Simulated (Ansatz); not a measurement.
# Cd: response to strain

Cd is deformed so: xy engineering shear strain of +1 %. What stress and forces result, by LAPW, PAW and all-electron datasets made for the crystal?

Computed with Ansatz 0.2.0 (DFT PBE, scalar-relativistic, unless a step's input says otherwise).

1 further run of the same task is left out (set aside as unsound or not needed).

## 1. The structure to begin with

It takes space group P6_3/mmc (No. 194, hexagonal). Conventional cell: a = 3.062 Å, b = 3.062 Å, c = 5.592 Å, α = 90.00°, β = 90.00°, γ = 120.00°. Cd (site symmetry -6m2) is surrounded by 12 Cd at 3.06 to 3.31 Å.

As a file:

```
Cd
1.0
     3.06157    0.00000    0.00000
    -1.53078    2.65139    0.00000
     0.00000    0.00000    5.59178
Cd
2
Direct
  0.33333 0.66667 0.25000
  0.66667 0.33333 0.75000
```

Atoms are numbered in the order of the input: Cd1, Cd2.

## 2. The deformed structure

Space group P6_3/mmc before, P2_1/m after.

## 3. All-electron LAPW

The input, input.yaml:

```yaml
crystal:
  lattice:
    - [3.0615656364, 0.0153078282, 0.0]
    - [-1.5175258501, 2.6437397024, 0.0]
    - [0.0, 0.0, 5.591779396]
  atoms:
    - { symbol: Cd, position: [0.3333333333, 0.6666666667, 0.25] }
    - { symbol: Cd, position: [0.6666666667, 0.3333333333, 0.75] }
kpoints:
  mp_grid: { grid: [14, 14, 8] }
scf:
  occupations: { method: fermi_dirac, width: 0.05 }
hamiltonian:
  xc: pbe
  pseudopotentials: { kind: all_electron, lapw: { basis_error: 0.0005 } }
output:
  forces: true
  stress: true
  eigenvalues: true
```

The run is started by

```
ansatz run input.yaml --threads 1 --pin off --max-ram 2048MiB --backend cpu --events-out ev --progress --plain --runs-dir out
```

The program printed (excerpt; [...] marks lines left out):

```text
LAPW: plane waves up to 7.735 Å⁻¹, error target 5.0e-4 eV per atom; small_component_spin mean_spin; Cd in spheres of 1.524 Å, 20 of its electrons in bands, Dirac shells []
[...]
Pseudopotentials: kind: all_electron
Pseudopotential: Cd, LAPW, valence charge 20, Koelling and Harmon's equation, gaussian nucleus
Functional definition: PBE
[...]
Crystal: 2 atoms, lattice volume = 45.390 Å³
Basis set: ecut = 227.9369735701768 eV, 357 PW (Γ), exchange–correlation at level 2
Bands: 24, of which v1, the nominal top of the filled ones, is band 20 counted from 1 (19 counted from 0)
Symmetry: 4 space group operations
Space group: P21/m (ITA 11), of the structure as read, at distance tolerance 3.6e-5 Å
k-points: 500 of 1568
[...]
SCF iter   1: F=—  HF=-304470.972034 eV  |F-HF|=—  |Δ(HF+E_count)|=         —  Δρ=1.22e-2  dr2=5.20e-2  ethr=1.29e-4  ⟨swp⟩=3.0  Hψ=82411  notcnv=0
[...]
SCF iter   8: F=-304470.880005 eV  HF=-304470.880005 eV  |F-HF|=4.89e-9  |Δ(HF+E_count)|=   1.69e-9  Δρ=8.07e-6  dr2=3.50e-8  ethr=1.43e-9  ⟨swp⟩=2.1  Hψ=34644  notcnv=0
[...]
SCF converged after 8 iterations
Free energy (F): -304470.880005 eV
[...]
E sigma→0 (E₀):  -304470.877552 eV
Entropy (-TS):   -0.004907 eV (-2.453 meV/atom)
Fermi energy:    14.866151 eV
[...]
--- Forces (eV/Å), atoms counted from 1 ---
  atom   1  Cd     0.00658520     0.00042848     0.00000000
  atom   2  Cd    -0.00658520    -0.00042848     0.00000000
[...]
--- Stress (GPa, compression-positive) ---
        0.043773      -0.086818       0.000000
       -0.086818      -0.008315       0.000000
        0.000000       0.000000       0.002883
  P = ⅓ Tr σ = 0.0128 GPa (0.128 kbar)
--- Band table (eV; the first three rows and the last of 500) ---
  k-point 0: bands = ["-88.1463", "-88.1453", "-49.2062", "-49.1885", "-49.1755", "-49.1747", "-49.1733", "-49.1726", "5.2319", "5.5063", "5.7360", "5.7840", "5.7901", "5.8358", "6.1688", "6.1782", "6.3249", "6.4343", "6.4429", "12.1513", "12.1603", "25.7378", "28.1554", "28.4661"]
[...]
```

It took 54 s on 1 thread of Intel Xeon 6975P-C (Granite Rapids), shared host.

In short: pressure 0.01 GPa; no gap; largest force 0.007 eV/Å.

## 4. PAW on the default files

Changes to input.yaml since step 3:

```diff
@@ -14,3 +14,3 @@
   xc: pbe
-  pseudopotentials: { kind: all_electron, lapw: { basis_error: 0.0005 } }
+  pseudopotentials: { kind: paw }
 output:
@@ -19 +19,6 @@
   eigenvalues: true
+  efg: { contact_densities: true }
+  write_density: true
+  write_potential: true
+  elf: true
+  volumetric_format: npy
```

The run is started by

```
ansatz run input.yaml --threads 1 --pin off --max-ram 2048MiB --backend cpu --events-out ev --progress --plain --runs-dir out
```

The program printed (excerpt; [...] marks lines left out):

```text
Cd: output.efg is read without spin–orbit coupling, which moves field gradients at and beside such atoms by some per cent and up to a factor of two; PAW files take it under magnetization.noncollinear and magnetization.spin_orbit
[...]
Pseudopotentials: kind: paw
Pseudopotential: Cd, paw, valence charge 20, recommended cutoff 420 eV (normal)
[... 1 set-up line as earlier in the session ...]
[...]
Crystal: 2 atoms, lattice volume = 45.390 Å³
Basis set: ecut = 420 eV, 879 PW (Γ), exchange–correlation on 48×48×80 points (8 copies of the dense FFT grid, shifted against one another)
Bands: 24, of which v1, the nominal top of the filled ones, is band 20 counted from 1 (19 counted from 0)
[... 2 set-up lines as earlier in the session ...]
k-points: 500 of 1568
[...]
Free energy (F): -16508.903449 eV
[...]
E sigma→0 (E₀):  -16508.900996 eV
Entropy (-TS):   -0.004906 eV (-2.453 meV/atom)
Fermi energy:    13.783203 eV
[...]
--- Forces (eV/Å), atoms counted from 1 ---
  atom   1  Cd     0.00657606     0.00043030     0.00000000
  atom   2  Cd    -0.00657606    -0.00043030     0.00000000
[...]
--- Stress (GPa, compression-positive) ---
        0.037385      -0.087398       0.000000
       -0.087398      -0.014610       0.000000
        0.000000       0.000000      -0.004091
  P = ⅓ Tr σ = 0.0062 GPa (0.062 kbar)
--- PAW observables at the nuclei: V_zz in 10²¹ V/m², potentials from the cell's mean, atoms counted from 1 ---
  atom   1  Cd V_zz =    +5.461959   η = 0.1034   by run symmetry: allowed
            electrostatic potential = -7709.470943 V   contact ρ = 1035947.589460 e/Å³
  atom   2  Cd V_zz =    +5.461959   η = 0.1034   by run symmetry: allowed
            electrostatic potential = -7709.470943 V   contact ρ = 1035947.589460 e/Å³
--- Band table (eV; the first three rows and the last of 500) ---
[... band rows left out ...]
[...]
```

Run time: 13 s. Hardware: 1 thread of Intel Xeon 6975P-C (Granite Rapids), shared host.

Read from it: pressure 0.01 GPa; no gap; largest force 0.007 eV/Å; Vzz Cd1 5.46 (η = 0.10) (10²¹ V/m²).

Density in a lattice plane of the grid's cell (edges 3.06 and 5.59 Å, at 0.333 of the third edge), which holds Cd.

Values in e/Å³, 12 rows by 6 columns:
```
 0.15  0.10  0.15  0.47  0.96  0.48
 0.34  0.15  0.38  3.65 10.29  3.76
 0.54  0.18  0.63  8.78 24.85  9.04
 0.34  0.15  0.38  3.65 10.29  3.76
 0.15  0.10  0.15  0.47  0.96  0.48
 0.10  0.09  0.10  0.12  0.14  0.12
 0.15  0.19  0.16  0.11  0.10  0.11
 0.34  0.63  0.38  0.16  0.12  0.16
 0.53  1.21  0.64  0.20  0.14  0.19
 0.34  0.63  0.38  0.16  0.12  0.16
 0.15  0.19  0.16  0.11  0.10  0.11
 0.10  0.09  0.10  0.12  0.14  0.12
```
Columns run along the first of these edges and rows up along the second, over one cell in 6 and 12 even steps from the bottom left corner. Atoms in the plane (fractional): Cd at (0.67, 0.75).

ELF in the same plane.

Ten even steps from ' ' (0.17) to '@' (0.89):
```
                            
              ..::::::..    
            ..--======--::..
          ..::==**%%##**==::
          ..--++%%@@@@##==::
          ..::==**%%##**==::
            ..--======--::..
              ..::::::..    
                            
                            
                            
                ........    
                ........    
  ........      ........    
  ........      ........    
  ........      ........    
                ........    
                ........    
                            
                            
```
Columns run along the first of these edges and rows up along the second, over one cell in 14 and 20 even steps from the bottom left corner. Atoms in the plane (fractional): Cd at (0.67, 0.75).

Both are smooth fields of the valence electrons: close to the nuclei they are not physical.

## 5. All-electron PAW on datasets made for the crystal

Changes to input.yaml since step 4:

```diff
@@ -14,3 +14,3 @@
   xc: pbe
-  pseudopotentials: { kind: paw }
+  pseudopotentials: { kind: all_electron, datasets: crystal }
 output:
@@ -20,5 +20 @@
   efg: { contact_densities: true }
-  write_density: true
-  write_potential: true
-  elf: true
-  volumetric_format: npy
```

The run is started by

```
ansatz run input.yaml --threads 1 --pin off --max-ram 2048MiB --backend cpu --events-out ev --progress --plain --runs-dir out
```

The program printed (excerpt; [...] marks lines left out):

```text
[...]
band count auto-derived: 17 (N_el = 24.0; filled up to band 12; 16 by the electrons, moments and atoms)
Cd: output.efg is read without spin–orbit coupling, which moves field gradients at and beside such atoms by some per cent and up to a factor of two; PAW files take it under magnetization.noncollinear and magnetization.spin_orbit
[...]
[... 1 set-up line as earlier in the session ...]
Pseudopotential: Cd, paw, valence charge 12, recommended cutoff 260 eV (normal), Koelling and Harmon's equation, gaussian nucleus
[... 1 set-up line as earlier in the session ...]
[...]
Crystal: 2 atoms, lattice volume = 45.390 Å³
Basis set: ecut = 260 eV, 421 PW (Γ), exchange–correlation on 36×36×60 points (8 copies of the dense FFT grid, shifted against one another)
Bands: 17, of which v1, the nominal top of the filled ones, is band 12 counted from 1 (11 counted from 0)
[... 1 set-up line as earlier in the session ...]
[...]
--- Forces (eV/Å), atoms counted from 1 ---
  atom   1  Cd     0.00658322     0.00042879     0.00000000
  atom   2  Cd    -0.00658322    -0.00042879     0.00000000
[...]
--- Stress (GPa, compression-positive) ---
        0.042108      -0.086928       0.000000
       -0.086928      -0.009969       0.000000
        0.000000       0.000000       0.001821
  P = ⅓ Tr σ = 0.0113 GPa (0.113 kbar)
--- PAW observables at the nuclei: V_zz in 10²¹ V/m², potentials from the cell's mean, atoms counted from 1 ---
  atom   1  Cd V_zz =    +5.549204   η = 0.1039   by run symmetry: allowed
            electrostatic potential = -7709.429529 V   contact ρ = 1035927.972755 e/Å³
  atom   2  Cd V_zz =    +5.549204   η = 0.1039   by run symmetry: allowed
            electrostatic potential = -7709.429529 V   contact ρ = 1035927.972755 e/Å³
--- Band table (eV; the first three rows and the last of 500) ---
  k-point 0: bands = ["5.2320", "5.5064", "5.7360", "5.7840", "5.7901", "5.8358", "6.1689", "6.1782", "6.3249", "6.4343", "6.4429", "12.1512", "12.1602", "25.7378", "28.1552"]
[...]
```

Run time: 29 s. Hardware: 1 thread of Intel Xeon 6975P-C (Granite Rapids), shared host.

In short: pressure 0.01 GPa; no gap; largest force 0.007 eV/Å; Vzz Cd1 5.55 (η = 0.10) (10²¹ V/m²).

## 6. Stress and forces compared

Stress (GPa, compression positive):

```csv
method,xx,yy,zz,yz,xz,xy
LAPW,0.04,-0.01,0.00,0.00,0.00,-0.09
PAW,0.04,-0.01,0.00,0.00,0.00,-0.09
crystal datasets,0.04,-0.01,0.00,0.00,0.00,-0.09
```

Forces (eV/Å):

```csv
atom,LAPW x,LAPW y,LAPW z,PAW x,PAW y,PAW z,crystal datasets x,crystal datasets y,crystal datasets z
Cd1,0.007,0.000,0.000,0.007,0.000,0.000,0.007,0.000,0.000
Cd2,-0.007,0.000,0.000,-0.007,0.000,0.000,-0.007,0.000,0.000
```

| method | pressure (GPa) | largest force (eV/Å) | Vzz Cd1 (10²¹ V/m²) | SCF cycles, all passes | time |
| --- | --- | --- | --- | --- | --- |
| LAPW | 0.01 | 0.007 | – | 8 | 54 s |
| PAW | 0.01 | 0.007 | 5.46 | 6 | 13 s |
| crystal datasets | 0.01 | 0.007 | 5.55 | 9 | 29 s |

## 7. What came out

```
                                 quantity                                           value
                                 pressure  LAPW 0.01, PAW 0.01, crystal datasets 0.01 GPa
largest shear or deviatoric stress (LAPW)                                        0.09 GPa
```

The largest part of the stress beyond the pressure is 0.09 GPa in size, in the xy component; the atoms are carried along and not relaxed. No run of the undeformed cell stands beside it, so the pressure holds what the given cell had before the change. PAW: stress within 0.01 GPa of LAPW. Crystal datasets: stress within 0.01 GPa of LAPW.
